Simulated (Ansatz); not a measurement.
A trial structure of SrTiO₃ was built thus: random cell by space group and Wyckoff sites (R-3m, No. 166). Its size is a rough estimate.

```
CELL_PARAMETERS angstrom
2.46961 1.42583 3.35434
-2.46961 1.42583 3.35434
0.00000 -2.85166 3.35434
ATOMIC_POSITIONS crystal
Sr 0.50000 0.50000 0.50000
Ti 0.00000 0.00000 0.00000
O 0.00000 0.00000 0.50000
O 0.50000 0.00000 0.00000
O 0.00000 0.50000 0.00000
```

Level of theory: DFT PBE, scalar-relativistic, plane waves, PAW (Ansatz 0.2.0). Cutoff 420 eV, Gaussian smearing, Γ-centred meshes. Cell and atoms relax first on a coarse mesh and then on a converged one. In between, the cell is made exact in the group found at 0.06 Å. The steps can't lower the symmetry of their start. Collinear spin, starting moments Ti 1.0 μB; they died out on the coarse mesh, so the last step has no spin.

A guess keeps its type if space group and coordination stay and the shape of the cell changes little (axis ratios within about 15 %, angles within 6°); the volume may change.

Problem. Does this structure survive the relaxation?

Solution. It doesn't keep its type. The symmetry goes from R-3m (No. 166) to Pm-3m (No. 221). The end has the cubic perovskite type. The volume per atom shrinks by 13.9 %, from 14.2 to 12.2 Å³. The shortest distance goes from 2.20 Å (Ti–O) to 1.97 Å (Ti–O). Counting neighbours within 15 % of an atom's shortest distance, the start has O 8, Sr 6, Ti 6 and the end O 2, Sr 12, Ti 6. In detail, at the end Sr is surrounded by 12 O at 2.78 Å and 8 Ti at 3.41 Å; Ti is surrounded by 6 O at 1.97 Å and 8 Sr at 3.41 Å; O is surrounded by 2 Ti at 1.97 Å, 4 Sr at 2.78 Å and 8 O at 2.78 Å.

```
CELL_PARAMETERS angstrom
3.93635 0.00000 0.00000
0.00000 3.93635 0.00000
0.00000 0.00000 3.93635
ATOMIC_POSITIONS crystal
Sr 0.50000 0.50000 0.50000
Ti 0.00000 0.00000 0.00000
O 0.00000 0.50000 0.00000
O 0.00000 0.00000 0.50000
O 0.50000 0.00000 0.00000
```

The last run used an 8×8×8 mesh for its 5-atom cell and Gaussian smearing of 0.02 eV. Symmetry constrained the relaxation, so the result can be a saddle point.
